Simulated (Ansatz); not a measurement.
Here is an Ansatz input file for Ga₂O₃, space group C2/m. Write the same calculation for the Python package.

```yaml
crystal:
  lattice:
    - [6.107, -1.51855, 0.0]
    - [6.107, 1.51855, 0.0]
    - [-1.385989, 0.0, 5.630009]
  atoms:
    - { symbol: Ga, position: [0.0905, 0.0905, 0.7946] }
    - { symbol: Ga, position: [0.9095, 0.9095, 0.2054] }
    - { symbol: Ga, position: [0.65866, 0.65866, 0.31402] }
    - { symbol: Ga, position: [0.34134, 0.34134, 0.68598] }
    - { symbol: O, position: [0.1645, 0.1645, 0.1098] }
    - { symbol: O, position: [0.8355, 0.8355, 0.8902] }
    - { symbol: O, position: [0.1733, 0.1733, 0.5632] }
    - { symbol: O, position: [0.8267, 0.8267, 0.4368] }
    - { symbol: O, position: [0.4959, 0.4959, 0.2566] }
    - { symbol: O, position: [0.5041, 0.5041, 0.7434] }
basis:
  ecutwfc: 550.0
kpoints:
  mp_grid: { grid: [6, 6, 4] }
  band_path:
    path:
      - [-0.73361, -0.26639, 0.0]
      - [-0.5, -0.5, 0.0]
      - [0.0, 0.0, 0.0]
      - [-0.5, -0.5, 0.5]
      - [-0.74186, -0.25814, 0.5]
    npoints: 10
hamiltonian:
  xc: pbesol
scf:
  n_extra_bands: 10
  occupations: { method: fixed }
```

On the command line:
```console
$ ansatz run input.yaml --threads 1 --pin off --max-ram 3072MiB --backend cpu --events-out ev --progress --plain --runs-dir out
basis.fft_grid_basis auto: the FFT boxes are laid along the combinations [[1, -1, 0], [0, 1, 0], [0, 0, 1]] of the cell's own vectors, 3.037, 6.293 and 5.798 Å long. The dense box has 24×50×45 points. Along the cell's own vectors, as sized, it would have 50×50×45, 2.08 times as many. Of the 4 symmetry operations that the crystal satisfies within crystal.symmetry.tolerance (time reversal apart; of a slab, those that keep its plane) the dense box along the cell's own vectors carries 4, and the one as laid loses 2 of those. basis.fft_grid_basis: typed keeps the cell's own vectors: state it where this run's energies or levels are differenced outside the engine with another run's, or held beside a run that keeps those vectors.
scf.n_extra_bands = 10 over 44 filled bands (N_el = 88.0): the run solves 54 bands
Engine: ansatz 0.2.0, aarch64-unknown-linux-gnu
Pseudopotentials: kind: paw
Pseudopotential: Ga, paw, valence charge 13, recommended cutoff 420 eV (normal), Ga.paw.azcp
Pseudopotential: O, paw, valence charge 6, recommended cutoff 420 eV (normal), O.paw.azcp
Functional definition: PBEsol
  exchange = pbesol_x
  correlation = pbesol_c
Crystal: 10 atoms, lattice volume = 104.423 Å³
Basis set: ecut = 550 eV, 3041 PW (Γ), FFT grids on a1−a2, a2, a3
Bands: 54, of which v1, the nominal top of the filled ones, is band 44 counted from 1 (43 counted from 0)
Symmetry: 4 space group operations
Space group: C2/m (ITA 12), of the structure as read, at distance tolerance 4.7e-5 Å
k-points: 47 of 144
Non-local potential: Ga, projectors of the file, l = 0: 2, l = 1: 2, l = 2: 3, l = 3: 1
Non-local potential: O, projectors of the file, l = 0: 2, l = 1: 2, l = 2: 1
PAW form: soft (Blöchl's): semilocal exchange-correlation on the pseudo side does not see the compensation charge
PAW frozen core: Ga, regenerated for the run's functional, and the local potential with it (the file was generated under x = pbe(κ = 0.804, μ = 0.2195149727645171), c = pbe(β = 0.06672455060314922))
PAW frozen core: O, regenerated for the run's functional, and the local potential with it (the file was generated under x = pbe(κ = 0.804, μ = 0.2195149727645171), c = pbe(β = 0.06672455060314922))
PAW one-centre angular grid: Ga, 590 points (default); XC on 64 Gauss nodes
PAW one-centre angular grid: O, 110 points (default); XC on 64 Gauss nodes
Initial density: superposition of atomic densities (neutral atoms: chi_scale 0, normalization atom), corrected by the library's trained network
Initial wavefunctions: pseudopotential atomic-orbital guess
Functional: x = pbesol(κ = 0.804, μ = 0.12345679012345678), c = pbesol(β = 0.046)
SCF iter   1: F=—  HF=-18341.924268 eV  |F-HF|=—  |Δ(HF+E_count)|=         —  Δρ=1.60e-2  dr2=2.10e-1  ethr=1.77e-3  ⟨swp⟩=4.8  Hψ=8077  notcnv=0  defer=373
preconditioner: auto → Resta (q_TF=auto, 2.652 Å⁻¹)  ε∞=4.7  [insulator: Δε(μ)=2.209 eV  Ē_g=17.672 eV  n_scr=34 (ndim 8)  ℏωp=34.1 eV  f_vac=0.014  ε∞_Penn≈4.7]
SCF iter   2: F=—  HF=-18341.862508 eV  |F-HF|=—  |Δ(HF+E_count)|=   6.18e-2  Δρ=2.21e-3  dr2=2.72e-3  ethr=2.39e-4  ⟨swp⟩=2.0  Hψ=3677  notcnv=0  defer=376
SCF iter   3: F=—  HF=-18341.862496 eV  |F-HF|=—  |Δ(HF+E_count)|=   1.11e-5  Δρ=1.19e-3  dr2=8.86e-4  ethr=3.09e-6  ⟨swp⟩=2.9  Hψ=4291  notcnv=0  defer=376
SCF iter   4: F=—  HF=-18341.862668 eV  |F-HF|=—  |Δ(HF+E_count)|=   1.71e-4  Δρ=4.18e-4  dr2=1.46e-4  ethr=1.01e-6  ⟨swp⟩=2.0  Hψ=3853  notcnv=0  defer=376
SCF iter   5: F=—  HF=-18341.862608 eV  |F-HF|=—  |Δ(HF+E_count)|=   6.01e-5  Δρ=1.14e-4  dr2=1.18e-5  ethr=1.65e-7  ⟨swp⟩=2.0  Hψ=4191  notcnv=0  defer=195
SCF iter   6: F=—  HF=-18341.862617 eV  |F-HF|=—  |Δ(HF+E_count)|=   9.40e-6  Δρ=1.72e-5  dr2=2.84e-7  ethr=1.34e-8  ⟨swp⟩=2.0  Hψ=4422  notcnv=0  defer=187
SCF iter   7: F=-18341.862617 eV  HF=-18341.862617 eV  |F-HF|=9.58e-8  |Δ(HF+E_count)|=   4.88e-8  Δρ=1.13e-5  dr2=9.52e-8  ethr=1.14e-10  ⟨swp⟩=9.9  Hψ=10092  notcnv=0
SCF 1 converged in 7 iterations: F = -18341.862617 eV  dr2 = 9.52e-8
  greatest PAW one-centre occupation: 0.998 electrons in one spin orbital (limit 2), on the Ga atom at site 3 (counted from 0), in its partial waves of l = 2
NSCF: frozen V_eff on 41 k-points
SCF converged after 7 iterations
Free energy (F): -18341.862617 eV
Harris-Foulkes:  -18341.862617 eV  (|F-HF|=9.58e-8)
Internal energy: -18341.862617 eV  (E = F + TS)
E sigma→0 (E₀):  -18341.862617 eV
Fermi energy:    8.077983 eV
--- Per-component energies (eV) ---
  E_band       = -101.622364
  E_kinetic    = 1516.238527
  E_local      = -9085.125172  (includes V_loc(G=0)·N_el)
  E_nonlocal   = 2029.543290
  E_hartree    = 4074.261698
  E_xc         = -704.937987
  E_vxc        = -786.899717  (∫ρ·V_xc dr)
  E_paw        = -8750.736892  (= ΣΔE_a)
  E_vpaw       = -1923.899044  (= ΣTr[D̂ρ^β])
  E_aug_tail   = 0.003744  (compensation charges beyond the density's cutoff)
  E_ewald      = -7424.773464
  E_core_change = 3.663639  (= ΣΔE_core)
  E_smearing   = -0.000000  (= −TS)
  E_closure    = 0.000000  (closes the sum)
  Σ components = -18341.862617   (vs F -18341.862617, Δ=0.00e0)
--- Band table (eV; the first three rows and the last of 47) ---
  k-point 0: bands = ["-10.8224", "-9.6349", "-9.6042", "-9.4871", "-9.0021", "-8.9929", "-4.8471", "-4.8176", "-4.8119", "-4.7595", "-4.6309", "-4.6179", "-4.6156", "-4.6014", "-4.5482", "-4.4132", "-4.4116", "-4.4049", "-4.3692", "-4.3566", "-4.3327", "-4.3318", "-4.2738", "-4.1840", "-4.0269", "-3.9854", "1.0038", "2.0957", "3.2925", "3.8524", "4.4992", "5.3867", "5.4767", "5.8467", "6.0846", "6.1715", "6.4274", "6.4728", "7.1079", "7.3995", "7.4209", "7.6050", "7.7961", "8.0672", "10.4234", "13.7272", "14.7135", "14.7981", "15.7454", "16.7184", "17.4064", "17.4364", "19.2108", "20.3505"]
  k-point 1: bands = ["-10.7118", "-9.8361", "-9.6187", "-9.3966", "-9.0741", "-8.9459", "-4.8299", "-4.8194", "-4.8134", "-4.7560", "-4.7224", "-4.6517", "-4.6001", "-4.5773", "-4.5371", "-4.4359", "-4.4276", "-4.4081", "-4.4034", "-4.3451", "-4.3296", "-4.3131", "-4.2719", "-4.1471", "-4.1357", "-3.7918", "1.2816", "2.3602", "2.9858", "3.8885", "4.6425", "5.3942", "5.6414", "5.7093", "6.0300", "6.0537", "6.2264", "6.4882", "6.8426", "7.1848", "7.4384", "7.5165", "7.6091", "7.8164", "11.3680", "13.9000", "14.5570", "14.9307", "15.5945", "16.4965", "17.3110", "17.8128", "19.6652", "20.3056"]
  k-point 2: bands = ["-10.5368", "-10.0745", "-9.6285", "-9.3270", "-9.1039", "-8.9520", "-4.8205", "-4.8154", "-4.7999", "-4.7862", "-4.7319", "-4.7218", "-4.5768", "-4.5418", "-4.5415", "-4.4636", "-4.4617", "-4.4184", "-4.3791", "-4.3744", "-4.3278", "-4.2766", "-4.2705", "-4.1941", "-4.1075", "-3.6869", "1.9126", "2.1420", "2.9710", "3.7521", "4.8387", "5.3453", "5.5044", "5.7946", "6.0321", "6.0409", "6.1547", "6.5139", "6.5232", "6.6531", "7.4210", "7.4528", "7.5833", "7.7765", "12.8111", "12.9363", "14.7658", "15.2508", "15.7428", "15.7703", "17.8326", "17.9070", "19.6534", "19.7401"]
  k-point 46: bands = ["-10.4000", "-9.9843", "-9.8006", "-9.4617", "-9.1428", "-8.8864", "-4.8260", "-4.8253", "-4.8237", "-4.7979", "-4.7508", "-4.7506", "-4.6155", "-4.5692", "-4.5535", "-4.5400", "-4.4639", "-4.4596", "-4.3973", "-4.3953", "-4.3256", "-4.3162", "-4.2685", "-4.2378", "-3.7128", "-3.5257", "2.3263", "2.6164", "2.8148", "3.3756", "4.4098", "4.8602", "5.1049", "5.3628", "5.6345", "5.8813", "6.2382", "6.8299", "7.1953", "7.3763", "7.4446", "7.4751", "7.4873", "8.0780", "13.2312", "13.3427", "14.2816", "14.5838", "14.9411", "15.5760", "17.7125", "18.1944", "19.7095", "20.1018"]
```

Script `ga2o3_bands.py`:
```python
"""Band structure of Ga2O3."""

import argparse

import ansatz as az
import numpy as np

parser = argparse.ArgumentParser(description="Band structure of Ga2O3.")
parser.add_argument("--filling", default="Fixed", help="how the bands are filled")
parser.add_argument("--kmesh", type=int, nargs=3, required=True, help="k-point sampling")
parser.add_argument("--ecut", type=float, required=True, help="basis")
parser.add_argument("--functional", required=True, help="exchange-correlation functional")
parser.add_argument("--extra-bands", type=int, required=True, help="empty bands")
args = parser.parse_args()

crystal = (
    az.Lattice.of((6.107, -1.51855, 0.0), (6.107, 1.51855, 0.0), (-1.385989, 0.0, 5.630009))
    .atom("Ga", (0.0905, 0.0905, 0.7946))
    .atom("Ga", (0.9095, 0.9095, 0.2054))
    .atom("Ga", (0.65866, 0.65866, 0.31402))
    .atom("Ga", (0.34134, 0.34134, 0.68598))
    .atom("O", (0.1645, 0.1645, 0.1098))
    .atom("O", (0.8355, 0.8355, 0.8902))
    .atom("O", (0.1733, 0.1733, 0.5632))
    .atom("O", (0.8267, 0.8267, 0.4368))
    .atom("O", (0.4959, 0.4959, 0.2566))
    .atom("O", (0.5041, 0.5041, 0.7434))
)

# high-symmetry points in fractions of the reciprocal vectors
path = [
    ("C_2", (-0.73361, -0.26639, 0.0)),
    ("Y_2", (-0.5, -0.5, 0.0)),
    ("G", (0.0, 0.0, 0.0)),
    ("M_2", (-0.5, -0.5, 0.5)),
    ("D", (-0.74186, -0.25814, 0.5)),
]
job = crystal.calculation()
job = job.occupations(args.filling)
job = job.kpoints(*args.kmesh)
job = job.basis(args.ecut)
job = job.functional(args.functional)
job = job.band_structure([point for _, point in path], intervals=10)
job = job.scf(extra_bands=args.extra_bands)
session = job.session()
planned = session.plan(threads=1)
done = planned.execute()
report = done.report

n_atoms = len(report["lattice"]["sites"])
print("F =", round(report["free_energy_ev"], 4), "eV for", n_atoms, "atoms")
print("E(sigma -> 0) =", round(report["energy_sigma0_ev"], 4), "eV, TS =", round(report["entropy_ts_ev"], 5), "eV")
print("closed by", report["closed_by"], "after", report["n_iterations"], "iterations")

bands = done.band_structure()
fermi = bands.fermi_energy_ev
print(f"zero of the bands: {fermi:.3f} eV, the Fermi level found on the SCF mesh")
levels = bands.channels[0].eigenvalues_ev - fermi
filled = round(report["n_electrons"]) // 2
valence, conduction = levels[:, filled - 1], levels[:, filled]
print("k (fractions)              top valence  bottom conduction (eV)")
for k, lo, hi in zip(bands.kpoints_frac, valence, conduction):
    print(f"{k[0]:7.3f} {k[1]:7.3f} {k[2]:7.3f} {lo:12.3f} {hi:13.3f}")
print(f"on this path: least direct gap {np.min(conduction - valence):.3f} eV, least gap {conduction.min() - valence.max():.3f} eV")
```

```console
$ python ga2o3_bands.py --kmesh 6 6 4 --ecut 550.0 --functional PBEsol --extra-bands 10
F = -18341.8626 eV for 10 atoms
E(sigma -> 0) = -18341.8626 eV, TS = 0.0 eV
closed by deck_thresholds after 7 iterations
zero of the bands: 8.078 eV, the Fermi level found on the SCF mesh
k (fractions)              top valence  bottom conduction (eV)
 -0.734  -0.266   0.000       -0.112         5.716
 -0.710  -0.290   0.000       -0.099         5.771
 -0.687  -0.313   0.000       -0.087         5.831
 -0.664  -0.336   0.000       -0.080         5.750
 -0.640  -0.360   0.000       -0.081         5.587
 -0.617  -0.383   0.000       -0.088         5.330
 -0.593  -0.407   0.000       -0.101         5.076
 -0.570  -0.430   0.000       -0.116         4.858
 -0.547  -0.453   0.000       -0.132         4.686
 -0.523  -0.477   0.000       -0.144         4.574
 -0.500  -0.500   0.000       -0.149         4.535
 -0.450  -0.450   0.000       -0.145         4.364
 -0.400  -0.400   0.000       -0.133         4.092
 -0.350  -0.350   0.000       -0.116         3.800
 -0.300  -0.300   0.000       -0.095         3.506
 -0.250  -0.250   0.000       -0.073         3.219
 -0.200  -0.200   0.000       -0.052         2.949
 -0.150  -0.150   0.000       -0.035         2.710
 -0.100  -0.100  -0.000       -0.022         2.518
 -0.050  -0.050   0.000       -0.014         2.390
  0.000   0.000   0.000       -0.011         2.345
 -0.050  -0.050   0.050       -0.049         2.419
 -0.100  -0.100   0.100       -0.109         2.617
 -0.150  -0.150   0.150       -0.122         2.899
 -0.200  -0.200   0.200       -0.103         3.228
 -0.250  -0.250   0.250       -0.072         3.580
 -0.300  -0.300   0.300       -0.041         3.940
 -0.350  -0.350   0.350       -0.017         4.296
 -0.400  -0.400   0.400       -0.004         4.636
 -0.450  -0.450   0.450       -0.000         4.943
 -0.500  -0.500   0.500        0.000         5.153
 -0.524  -0.476   0.500        0.007         5.226
 -0.548  -0.452   0.500        0.015         5.428
 -0.573  -0.427   0.500        0.003         5.716
 -0.597  -0.403   0.500       -0.042         6.005
 -0.621  -0.379   0.500       -0.122         6.258
 -0.645  -0.355   0.500       -0.235         6.488
 -0.669  -0.331   0.500       -0.376         6.688
 -0.693  -0.307   0.500       -0.531         6.851
 -0.718  -0.282   0.500       -0.651         6.936
 -0.742  -0.258   0.500       -0.634         6.884
on this path: least direct gap 2.356 eV, least gap 2.330 eV
```

Notes:
- Total energies depend on the potentials; only differences at equal settings carry meaning. A total without «per atom» is that of the cell as typed.
- Semilocal gaps usually lie well under measured ones.
- The Fermi level of a run with fixed occupations marks the highest occupied state on its mesh, not mid-gap.
- The structure is a deposited one; some such entries were measured under pressure or heat, so a shift against it needn't be the functional's error alone.
- Levels are Kohn-Sham eigenvalues on this mesh, without spin-orbit coupling.
- Hardware and time: 34 s on 1 thread of Arm Neoverse V1, with other jobs on the host, peak memory 0.6 GiB.

(A comment or docstring line of the script was reworded after the run, the code is as it ran; lines on the test bed's own set-up are left out of the output.)
